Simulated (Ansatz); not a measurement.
# BN: the cost of one run

Computed with Ansatz 0.2.0 (DFT PBE, scalar-relativistic, plane waves, PAW, unless a step's input says otherwise).

1 further run of the same task is left out (set aside as unsound or not needed).

## Step 1: The system as given

Symmetry: P6_3mc, No. 186, hexagonal system. Conventional cell: a = 2.555 Å, b = 2.555 Å, c = 4.225 Å, α = 90.00°, β = 90.00°, γ = 120.00°. B (site symmetry 3m) has 4 N at 1.57 to 1.58 Å as nearest neighbours. N (site symmetry 3m) has 4 B at 1.57 to 1.58 Å as nearest neighbours.

As a file:

```
B N
1.0
     2.55453    0.00000    0.00000
    -1.27727    2.21229    0.00000
     0.00000    0.00000    4.22450
B N
2 2
Direct
  0.33333 0.66667 0.31269
  0.66667 0.33333 0.81269
  0.66667 0.33333 0.18731
  0.33333 0.66667 0.68731
```

It is the end of an earlier relaxation with the same method, from a generated guess; it needn't be the stable form of this composition. At a tolerance of 0.02 Å it has space group P6_3mc (No. 186); it has 5.97 Å³/atom, an uncorrected energy of -1.16 eV/atom over the elements.

## Step 2: Bands, states and charges

File input.yaml:

```yaml
crystal:
  lattice:
    - [2.5545348137, 0.0, 0.0]
    - [-1.2772674068, 2.2122920435, 0.0]
    - [0.0, 0.0, 4.2245049667]
  atoms:
    - { symbol: B, position: [0.3333333333, 0.6666666667, 0.3126939999] }
    - { symbol: B, position: [0.6666666667, 0.3333333333, 0.8126939999] }
    - { symbol: "N", position: [0.6666666667, 0.3333333333, 0.1873060001] }
    - { symbol: "N", position: [0.3333333333, 0.6666666667, 0.6873060001] }
basis:
  ecutwfc: 420
kpoints:
  mp_grid: { grid: [12, 12, 6] }
  band_path:
    path:
      - [[0.0, 0.0, 0.0], [0.5, 0.0, 0.0], [0.33333333, 0.33333333, 0.0], [0.0, 0.0, 0.0], [0.0, 0.0, 0.5], [0.5, 0.0, 0.5], [0.33333333, 0.33333333, 0.5], [0.0, 0.0, 0.5]]
      - [[0.5, 0.0, 0.5], [0.5, 0.0, 0.0]]
      - [[0.33333333, 0.33333333, 0.5], [0.33333333, 0.33333333, 0.0]]
    npoints: 14
hamiltonian:
  xc: pbe
scf:
  occupations: { method: gaussian, width: 0.02 }
  n_extra_bands: 10
output:
  forces: true
  stress: true
  eigenvalues: true
  populations: true
  dos: { projected: true, de: 0.02, nscf_kmesh: { grid: [18, 18, 9] } }
  bader: true
```

Command:

```sh
$ ansatz run input.yaml --threads 1 --pin off --max-ram 2560MiB --backend cpu --events-out ev --progress --plain --runs-dir out
```

**Question.** How long does this run take on 1 thread of Arm Neoverse V2, shared host, and how much memory does it need?

About 37 s, with a peak of 0.3 GiB.
